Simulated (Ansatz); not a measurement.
# Ge (Fd-3m) in Ansatz: notebook

One crystal, Ge, is run at these levels: PBEsol; tasks: band structure.

Everything below comes from runs of Ansatz 0.2.0. Logs are shortened: lines on timing, memory, paths and dates and some standing lists are left out, and cuts for length are marked.

**The experiment to reproduce.**

From “Temperature-dependent photoluminescence in Ge: experiment and theory”, 2020, arxiv:2003.00143, for a bulk crystal of Ge at 0 K: band gap 0.744 eV (indirect).

From “Electronic and optical properties of SixGe1-x-ySny alloys lattice-matched to Ge”, 2021, arxiv:2109.02782, for a bulk crystal of Ge at 293 K: band gap 0.666 eV (indirect).

The results are compared with them further down.

**1. Starting point**

It takes space group Fd-3m (No. 227, cubic). The conventional cell has a = 5.658 Å, b = 5.658 Å, c = 5.658 Å, α = 90.00°, β = 90.00°, γ = 90.00°. Ge (site symmetry -43m) is surrounded by 4 Ge at 2.45 Å.

**2. Band structure, PBEsol**

input.yaml reads:

```yaml
crystal:
  lattice:
    - [0.0, 2.82891, 2.82891]
    - [2.82891, 0.0, 2.82891]
    - [2.82891, 2.82891, 0.0]
  atoms:
    - { symbol: Ge, position: [0.75, 0.75, 0.75] }
    - { symbol: Ge, position: [0.5, 0.5, 0.5] }
kpoints:
  mp_grid: { grid: [8, 8, 8] }
  band_path:
    path:
      - [0.0, 0.0, 0.0]
      - [0.5, 0.0, 0.5]
      - [0.5, 0.25, 0.75]
      - [0.375, 0.375, 0.75]
      - [0.0, 0.0, 0.0]
      - [0.5, 0.5, 0.5]
      - [0.625, 0.25, 0.625]
      - [0.5, 0.25, 0.75]
    npoints: 6
scf:
  occupations: { method: fermi_dirac, width: 0.05 }
hamiltonian:
  xc: pbesol
  pseudopotentials: { kind: all_electron, datasets: crystal }
output:
  forces: true
  stress: true
  eigenvalues: true
  elf: true
  volumetric_format: npy
```

Potentials or basis: all-electron PAW datasets made for the crystal.

Command:

```sh
> ansatz run input.yaml --threads 1 --pin off --max-ram 3072MiB --backend cpu --events-out ev --progress --plain --runs-dir out
```

Log:

```text
Warning: RAYON_NUM_THREADS=1 ignored (pool sized by the plan → 1); use --threads N
hamiltonian.pseudopotentials.datasets: crystal makes datasets for this crystal and solves the spheres of its atoms anew in each pass: cutoff 140.0 eV, the density's 840.0 eV; for an error of 0.50 meV an atom under PBE, 1.0 meV for the cell; an energy difference from a run of another recipe may be off by several times the error for the cell, under r2SCAN by more, where some 0.1 meV an atom stays at smaller errors; Ge in spheres of 1.222 Å, 4 of its electrons in bands, 10 on its site; only band paths and densities of states list, in semicore columns, the levels of the semicore shells that are solved separately: 3d of Ge
band count auto-derived: 9 (N_el = 8.0; filled up to band 4; 8 by the electrons, moments and atoms)
Engine: ansatz 0.2.0, aarch64-unknown-linux-gnu
Pseudopotentials: kind: all_electron
Pseudopotential: Ge, paw, valence charge 14, recommended cutoff 140 eV (normal), crystal/all_electron/pbesol/scalar/gaussian/Ge, Koelling and Harmon's equation, gaussian nucleus
Functional definition: PBEsol
  exchange = pbesol_x
  correlation = pbesol_c
Crystal: 2 atoms, lattice volume = 45.278 Å³
Basis set: ecut = 140 eV, 169 PW (Γ), exchange–correlation on 40×40×40 points (8 copies of the dense FFT grid, shifted against one another)
Bands: 9, of which v1, the nominal top of the filled ones, is band 4 counted from 1 (3 counted from 0)
Symmetry: 48 space group operations
Space group: Fd-3m (ITA 227), of the structure as read, at distance tolerance 3.6e-5 Å
k-points: 29 of 512
Non-local potential: Ge, projectors of the file, l = 0: 1, l = 1: 1
PAW form: soft (Blöchl's): semilocal exchange-correlation on the pseudo side does not see the compensation charge
PAW one-centre angular grid: Ge, 110 points (default); XC on its mesh's 1871 points in the sphere
Initial density: superposition of atomic densities (neutral atoms: chi_scale 0, normalization atom)
Initial wavefunctions: pseudopotential atomic-orbital guess
Functional: x = pbesol(κ = 0.804, μ = 0.12345679012345678), c = pbesol(β = 0.046)
iter 1 solved again at ethr=6.86e-3 eV; its pass at ethr=1.00e-1 eV (dr2=5.49e-1 eV) is discarded
SCF iter   1: F=—  HF=-114149.756992 eV  |F-HF|=—  |Δ(HF+E_count)|=         —  Δρ=3.33e-2  dr2=4.69e-1  ethr=6.86e-3  ⟨swp⟩=3.3  Hψ=1882  notcnv=0
preconditioner: auto → none  [insulator: Δε(μ)=0.210 eV  Ē_g=10.811 eV  σ=0.050 eV  W_gap=0.64  n_scr=8 (ndim 8)  ℏωp=15.6 eV  f_vac=0.000  D(μ)=0.07/eV (n_scr^D=0)  ε∞_Penn≈3.1]
SCF iter   2: F=—  HF=-114149.682719 eV  |F-HF|=—  |Δ(HF+E_count)|=   7.43e-2  Δρ=1.49e-2  dr2=8.56e-2  ethr=5.86e-3  ⟨swp⟩=2.1  Hψ=525  notcnv=0  defer=2
iter 3 solved again at ethr=3.07e-6 eV; its pass at ethr=1.07e-3 eV (dr2=2.45e-4 eV) is discarded
SCF iter   3: F=—  HF=-114149.667642 eV  |F-HF|=—  |Δ(HF+E_count)|=   1.51e-2  Δρ=8.93e-4  dr2=2.51e-4  ethr=3.07e-6  ⟨swp⟩=3.1  Hψ=1229  notcnv=0  defer=2
SCF iter   4: F=—  HF=-114149.667581 eV  |F-HF|=—  |Δ(HF+E_count)|=   6.09e-5  Δρ=2.97e-4  dr2=2.75e-5  ethr=3.07e-6  ⟨swp⟩=2.0  Hψ=385  notcnv=0  defer=1
SCF iter   5: F=—  HF=-114149.667580 eV  |F-HF|=—  |Δ(HF+E_count)|=   1.80e-6  Δρ=2.64e-5  dr2=1.17e-7  ethr=3.44e-7  ⟨swp⟩=2.2  Hψ=388  notcnv=0  defer=1
SCF iter   6: F=-114149.667579 eV  HF=-114149.667579 eV  |F-HF|=3.18e-8  |Δ(HF+E_count)|=   3.25e-7  Δρ=5.68e-6  dr2=1.66e-8  ethr=1.47e-9  ⟨swp⟩=3.2  Hψ=511  notcnv=0  defer=1
SCF 1 converged in 6 iterations: F = -114149.667559 eV  dr2 = 1.66e-8
  Residual-converged pass: ⟨swp⟩=2.9  Hψ=415  notcnv=0  max |occ|·‖R‖ = 5.0e-6 eV (tolerance 5.3e-6 eV)  dr2=1.63e-8  dr2_onsite=3.04e-8  max |Δocc| = 7.8e-10
NSCF: frozen V_eff on 43 k-points
SCF converged after 6 iterations
Free energy (F): -114149.667559 eV
Harris-Foulkes:  -114149.667559 eV  (|F-HF|=3.18e-8)
Internal energy: -114149.666634 eV  (E = F + TS)
E sigma→0 (E₀):  -114149.667097 eV
Entropy (-TS):   -0.000925 eV (-0.462 meV/atom)
Past the cutoff: the bands carry plane waves up to 1.75 times it, of which those up to 1.5 times it add -0.000420 eV an atom, each by itself; the spheres take 0.000219 eV an atom off the energy for waves past 1.75 times it
By the cutoff:   a pressure is off by up to 0.006 GPa (1.2 times the spheres' own share and the shells' term, over an atom's volume, and 0.004 GPa: a bound that held against runs at twice the plane waves)
Past the cutoffs: a stress includes 0.0030 GPa for waves and charges beyond them, in addition to the slope of what the spheres take
In the spheres:  the bands' charges fall short by 1.2e-6 e at most (sound up to 1e-3), those of shells solved beside the bands by 3.7e-7 e (sound up to 5e-4)
Fermi energy:    9.875915 eV
--- Per-component energies (eV) ---
  E_band       = 33.559802
  E_kinetic    = 84.834794
  E_local      = -3034.018801  (includes V_loc(G=0)·N_el)
  E_nonlocal   = 15.947668
  E_hartree    = 1441.188011
  E_xc         = -112.186090
  E_vxc        = -125.961781  (∫ρ·V_xc dr)
  E_paw        = -118622.645074  (= ΣΔE_a)
  E_vpaw       = -8553.974812  (= ΣTr[D̂ρ^β])
  E_ewald      = -2687.134708
  E_smearing   = -0.000925  (= −TS)
  E_closure    = 8764.347565  (closes the sum)
  Σ components = -114149.667559   (vs F -114149.667559, Δ=0.00e0)
  The terms above E_closure are by the made datasets' own strengths, without shells solved beside the bands.
--- Forces (eV/Å), atoms counted from 1 ---
  atom   1  Ge     0.00000000     0.00000000    -0.00000000
  atom   2  Ge    -0.00000000     0.00000000    -0.00000000
  max |Σ_I F_I| component: 1.50e-17 eV/Å
--- Stress (GPa, compression-positive) ---
        0.641547       0.000000      -0.000000
       -0.000000       0.641547       0.000000
        0.000000      -0.000000       0.641547
  P = ⅓ Tr σ = 0.6415 GPa (6.415 kbar)
  It holds what live shells' own plane waves past their cutoff add
--- Band table (eV; the first three rows and the last of 29) ---
  k-point 0: bands = ["-2.9386", "9.8447", "9.8556", "9.8556", "9.8556", "12.3834", "12.3834"]
  k-point 1: bands = ["-2.7479", "7.4835", "9.5187", "9.5187", "10.8555", "12.8332", "12.8332"]
  k-point 2: bands = ["-2.1944", "5.1191", "8.9702", "8.9702", "10.4719", "13.4605", "13.4605"]
  k-point 28: bands = ["1.0555", "1.0555", "5.9191", "5.9191", "14.1401", "14.1401", "14.4885"]
```

Run time: 6 s. Hardware: 1 thread of Arm Neoverse V1, shared host; peak memory 0.34 GiB.

Results:

* Free energy: -114149.6676 eV
* Pressure: 0.6 GPa
* Band gap along the path: none (metal or under the smearing width)

Levels at the corners of the path, in eV from the Fermi level:
```csv
point,band 1,band 2,band 3,band 4,band 5,band 6,band 7,band 8,band 9
Γ,-12.81,-0.03,-0.02,-0.02,-0.02,2.51,2.51,2.51,6.21
X,-8.92,-8.92,-3.11,-3.11,0.64,0.64,9.46,9.46,11.49
W,-8.82,-8.82,-3.96,-3.96,4.26,4.26,4.61,4.61,10.94
K,-9.39,-8.33,-4.39,-2.66,1.06,4.00,7.14,7.33,8.08
Γ,-12.81,-0.03,-0.02,-0.02,-0.02,2.51,2.51,2.51,6.21
L,-10.72,-7.65,-1.43,-1.43,0.10,3.68,3.68,6.95,10.41
U,-9.39,-8.33,-4.39,-2.66,1.06,4.00,7.14,7.33,8.08
W,-8.82,-8.82,-3.96,-3.96,4.26,4.26,4.61,4.61,10.94
```

**3. Band structure, PBEsol**

input.yaml: that of step 2 with these lines changed.

```diff
@@ -25,3 +25,6 @@
   xc: pbesol
-  pseudopotentials: { kind: all_electron, datasets: crystal }
+  pseudopotentials:
+    kind: all_electron
+    lapw: { basis_error: 0.001 }
+    dirac_shells: { Ge: ["3p"] }
 output:
@@ -30,3 +33 @@
   eigenvalues: true
-  elf: true
-  volumetric_format: npy
```

Potentials or basis: all-electron LAPW, inner shells corrected to Dirac's equation.

Command:

```sh
> ansatz run input.yaml --threads 1 --pin off --max-ram 3072MiB --backend cpu --events-out ev --progress --plain --runs-dir out
```

Log:

```text
Warning: RAYON_NUM_THREADS=1 ignored (pool sized by the plan → 1); use --threads N
LAPW: plane waves up to 9.115 Å⁻¹, error target 1.0e-3 eV per atom; small_component_spin mean_spin; Ge in spheres of 1.225 Å, 22 of its electrons in bands, Dirac shells [2p, 3p] (how accurate: hamiltonian.pseudopotentials.lapw.basis_error, Limitations)
Engine: ansatz 0.2.0, aarch64-unknown-linux-gnu
Pseudopotentials: kind: all_electron
Pseudopotential: Ge, LAPW, valence charge 22, lapw/all_electron/scalar/gaussian/Ge, Koelling and Harmon's equation with Dirac's for 2p 3p, gaussian nucleus
[... 42 lines left out ...]
--- Forces (eV/Å), atoms counted from 1 ---
  atom   1  Ge    -0.00000000    -0.00000000     0.00000000
  atom   2  Ge     0.00000000     0.00000000    -0.00000000
  max |Σ_I F_I| component: 1.88e-18 eV/Å
--- Stress (GPa, compression-positive) ---
        0.648140       0.000000       0.000000
        0.000000       0.648140      -0.000000
        0.000000      -0.000000       0.648140
  P = ⅓ Tr σ = 0.6481 GPa (6.481 kbar)
--- Band table (eV; the first three rows and the last of 29) ---
  k-point 0: bands = ["-153.5355", "-153.5331", "-100.8471", "-100.8471", "-100.8471", "-100.8383", "-100.8383", "-100.8383", "-14.9539", "-14.9539", "-14.9539", "-14.9179", "-14.9179", "-14.7058", "-14.7058", "-14.7058", "-14.6930", "-14.6930", "-2.9385", "9.8449", "9.8559", "9.8559", "9.8559", "12.3837", "12.3837", "12.3837", "16.0811"]
  k-point 1: bands = ["-153.5354", "-153.5332", "-100.8472", "-100.8472", "-100.8470", "-100.8385", "-100.8382", "-100.8382", "-14.9621", "-14.9621", "-14.9514", "-14.9065", "-14.9065", "-14.7181", "-14.7181", "-14.7088", "-14.6826", "-14.6826", "-2.7478", "7.4838", "9.5190", "9.5190", "10.8558", "12.8335", "12.8335", "13.3029", "17.0369"]
  k-point 2: bands = ["-153.5353", "-153.5334", "-100.8474", "-100.8474", "-100.8466", "-100.8388", "-100.8380", "-100.8380", "-14.9722", "-14.9722", "-14.9452", "-14.8892", "-14.8892", "-14.7321", "-14.7321", "-14.7161", "-14.6722", "-14.6722", "-2.1943", "5.1193", "8.9706", "8.9706", "10.4721", "13.4608", "13.4608", "15.4265", "17.7096"]
  k-point 28: bands = ["-153.5343", "-153.5343", "-100.8482", "-100.8482", "-100.8427", "-100.8427", "-100.8372", "-100.8372", "-15.0017", "-15.0017", "-14.8595", "-14.8595", "-14.8105", "-14.8105", "-14.7782", "-14.7782", "-14.6390", "-14.6390", "1.0556", "1.0556", "5.9193", "5.9193", "14.1403", "14.1403", "14.4888", "14.4888", "20.8209"]
```

Wall time 13 s (1 thread of Arm Neoverse V1, shared host); peak memory 0.28 GiB.

What came out:

- Free energy: -114155.0456 eV
- Pressure: 0.6 GPa
- Band gap along the path: none (metal or under the smearing width)

Levels at the corners of the path, in eV from the Fermi level:
```
point  band 20  band 21  band 22  band 23  band 24  band 25
    Γ    -0.03    -0.02    -0.02    -0.02     2.51     2.51
    X    -8.92    -3.11    -3.11     0.64     0.64     9.46
    W    -8.82    -3.96    -3.96     4.26     4.26     4.61
    K    -8.33    -4.39    -2.66     1.06     4.00     7.14
    Γ    -0.03    -0.02    -0.02    -0.02     2.51     2.51
    L    -7.65    -1.43    -1.43     0.10     3.68     3.68
    U    -8.33    -4.39    -2.66     1.06     4.00     7.14
    W    -8.82    -3.96    -3.96     4.26     4.26     4.61
```

**4. Comparison with measurements**

Step 2. A measured gap of Ge is 0.744 eV (indirect; 0 K; “Temperature-dependent photoluminescence in Ge: experiment and theory”, 2020, arxiv:2003.00143); the calculated 0.00 eV misses it by -0.74 eV. 3 values of this kind are on record (0.666 to 0.807 eV); this one was drawn at random among those near their median. Spin-orbit coupling on Ge is left out. The value is that of PBEsol, without temperature or zero-point motion. Semilocal functionals fall short of measured gaps as a rule.

Step 3. Measured gap of Ge: 0.666 eV (indirect; 293 K; “Electronic and optical properties of SixGe1-x-ySny alloys lattice-matched to Ge”, 2021, arxiv:2109.02782). This calculation gives 0.00 eV (-0.67 eV). 3 values of this kind are on record (0.666 to 0.807 eV); this one was drawn at random among those near their median. Spin-orbit coupling on Ge is left out. The value is that of PBEsol, without temperature or zero-point motion. Semilocal functionals fall short of measured gaps as a rule.
